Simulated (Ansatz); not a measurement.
**Phases of HfN at 0.0059 GPa**

Structure types of HfN are relaxed in primitive cells with their symmetry kept at 0.0059 GPa, on PAW files; LAPW relaxes the small cells further and takes the PAW cell for the others (marked *). The enthalpy is E + pV at zero temperature, without zero-point motion. Only the types listed were tried, and differences under about 5 meV/atom are mesh noise. The real phase may be another.

Computed with Ansatz 0.2.0; functional PBE, scalar-relativistic. Settings: Fermi–Dirac smearing of 0.05 eV, no spin polarisation. Methods: LAPW: all electrons, basis error target 0.5 meV/atom; PAW: frozen-core files, cutoff 420 eV.

k meshes: rocksalt 15×15×15, CsCl 13×13×13, WC 15×15×13, NiAs 10×10×6, zincblende 14×14×14.

Spin–orbit coupling is left out, which matters for the heavy atoms.

| start type | ends as | a, b, c (Å) | V (Å³/atom) | H − H(lowest), LAPW (meV/atom) |
| --- | --- | --- | --- | --- |
| rocksalt | rocksalt, Fm-3m | 4.548, 4.548, 4.548 | 11.76 | 0.0 |
| CsCl | CsCl, Pm-3m | 2.826, 2.826, 2.826 | 11.28 | 988.3 |
| WC | WC, P-6m2 | 3.100, 3.100, 2.912 | 12.12 | 382.1 |
| NiAs* | NiAs, P6_3/mmc | 3.158, 3.158, 5.668 | 12.24 | ? |
| zincblende | zincblende, F-43m | 4.916, 4.916, 4.916 | 14.85 | ? |

Q: Fill in "H − H(lowest), LAPW (meV/atom)" for the row "NiAs*".

A: 346.7.

Q: Fill in "H − H(lowest), LAPW (meV/atom)" for the row "zincblende".

A: 246.9.
